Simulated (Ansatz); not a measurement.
A 2-atom cell of CaS (Fm-3m) from a materials database (r2SCAN geometry), in Ansatz:

```
CELL_PARAMETERS angstrom
0.00000 2.84793 2.84793
2.84793 0.00000 2.84793
2.84793 2.84793 0.00000
ATOMIC_POSITIONS crystal
Ca 0.00000 0.00000 0.00000
S 0.50000 0.50000 0.50000
```

G0W0@PBE with 342 empty bands, a screening cutoff of 220 eV and a 6×6×6 mesh (PAW, contour deformation) gives 4.199 eV over the mesh points, from a PBE gap of 2.363 eV; it sums over 350 bands with 331 plane waves in the screening and a wave cutoff of 420 eV. G0W0 values are finite-basis, finite-mesh values. The values are computed, spin-unpolarised, and not measurements.

(1) Estimate the gap with starting point PBE0.

(2) Estimate the gap with empty bands 628, screening cutoff 300 eV.

(3) Estimate the gap with potentials of the kind norm-conserving.

(4) Estimate the gap with starting point HSE06.

Results:

(1) 4.836 eV (+0.637 eV), from a Kohn-Sham gap of 4.111 eV.

(2) 4.225 eV (+0.026 eV), from a Kohn-Sham gap of 2.363 eV.

(3) 4.128 eV (-0.071 eV), from a Kohn-Sham gap of 2.365 eV.

(4) 4.628 eV (+0.429 eV), from a Kohn-Sham gap of 3.411 eV.
